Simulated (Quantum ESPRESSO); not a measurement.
A run of Quantum ESPRESSO 7.5:

The input pw.in:

```
&CONTROL
  calculation = 'scf'
  prefix = 'pwscf'
  outdir = './tmp'
  pseudo_dir = './pseudo'
  tprnfor = .true.
  tstress = .true.
  disk_io = 'nowf'
/
&SYSTEM
  ibrav = 0
  nat = 3
  ntyp = 2
  ecutwfc = 70
  nbnd = 20
  occupations = 'smearing'
  smearing = 'fd'
  degauss = 0.00367493
/
&ELECTRONS
  conv_thr = 6d-10
  electron_maxstep = 120
  mixing_beta = 0.5
/
ATOMIC_SPECIES
Sn   118.7100 Sn_ONCV_PBE-1.2.upf
Se    78.9710 Se_ONCV_PBE-1.2.upf
CELL_PARAMETERS angstrom
   3.8110000000    0.0000000000    0.0000000000
  -1.9055000000    3.3004228138    0.0000000000
   0.0000000000    0.0000000000    6.1360000000
ATOMIC_POSITIONS crystal
Sn     0.0000000000    0.0000000000    0.0000000000
Se     0.6666666667    0.3333333333    0.7510000000
Se     0.3333333333    0.6666666667    0.2490000000
K_POINTS automatic
6 6 4 0 0 0
```

Potentials or basis: SG15 PBE 1.2.

Run with:

```sh
$ OMP_NUM_THREADS=1 mpirun -n 2 pw.x -nk 2 -in pw.in > pw.out
```

Hardware: 2 MPI ranks on Arm Neoverse V1, on a shared host.

How long does it take, and how much memory?

It took 22 s on 2 MPI ranks on Arm Neoverse V1, with other jobs on the host, peak memory 0.2 GiB a rank. Counts: scf iterations 9, k pools 2, bands 20, k points 24, g dense 41275.
